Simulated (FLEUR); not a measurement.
## Sb: single point with PBEsol

Crystal: Sb.

```
Sb
1.0
     2.95775    0.00000    0.00000
     0.00000    4.11827    0.00000
    -0.03686    0.00000    4.17352
Sb
2
Cartesian
  0.0248 1.0296 1.0065
  2.8961 3.0887 3.1670
```

This isn't the form of Sb at room conditions, which is rhombohedral.

```json
{"Program": "FLEUR MaX-R8.1 (later development tree)", "Task": "single point", "Functional": "PBEsol", "Potentials or basis": "all-electron", "Basis": "FLAPW", "Kmax": "4.1 1/bohr", "k mesh": "9 × 6 × 6", "Occupations": "fermi-dirac, width 0.05 eV", "Spin": "no spin polarisation", "Gmax": "12.7 1/bohr", "Muffin-tin radii": "Sb 2.45 bohr", "lmax": "Sb 10", "lnonsphr": "Sb 10", "Local orbitals a species": "Sb 6", "Max iterations": "60", "Mixing factor": "0.05", "Mixer": "Anderson", "Mixer history": "15", "Density convergence": "1e-05 me/bohr^3"}
```

```yaml
Band_gap_on_the_k_mesh: none (metal or under the smearing width)
Valence_electrons_inside_the_program's_atomic_spheres: Sb 18.66 (radii Sb 2.45 bohr)
```

Levels at points of the mesh, in eV from the Fermi level:
```
           k point  band 17  band 18  band 19  band 20  band 21  band 22  band 23  band 24  band 25  band 26
(0.00, 0.00, 0.00)   -13.94    -7.44    -4.53    -4.37     1.31     3.29     3.56     3.66     7.06     7.30
(0.00, 0.00, 0.50)   -12.08   -11.60    -2.11    -1.55    -1.17    -0.99     5.15     5.61     8.06     8.33
(0.00, 0.50, 0.00)   -11.80   -11.80    -2.00    -2.00    -1.18    -1.18     5.41     5.41     8.53     8.53
(0.00, 0.50, 0.50)   -10.82   -10.82    -6.94    -6.94     5.90     5.90     6.20     6.20     9.98     9.98
```

Core levels (eV from the Fermi level):
```
atom                                                                                                                                           levels
1 Sb  1s1/2 -30266.0, 2s1/2 -4601.1, 2p1/2 -4304.9, 2p3/2 -4053.2, 3s1/2 -898.6, 3p1/2 -777.5, 3p3/2 -731.1, 4s1/2 -144.4, 3d3/2 -517.1, 3d5/2 -507.4
2 Sb  1s1/2 -30266.0, 2s1/2 -4601.1, 2p1/2 -4304.9, 2p3/2 -4053.2, 3s1/2 -898.6, 3p1/2 -777.5, 3p3/2 -731.1, 4s1/2 -144.4, 3d3/2 -517.1, 3d5/2 -507.4
```

Run time: 2 min on 1 thread of Arm Neoverse V2, on a shared host, peak memory 0.1 GiB.

The run has no spin-orbit coupling, so splittings on Sb are missing.
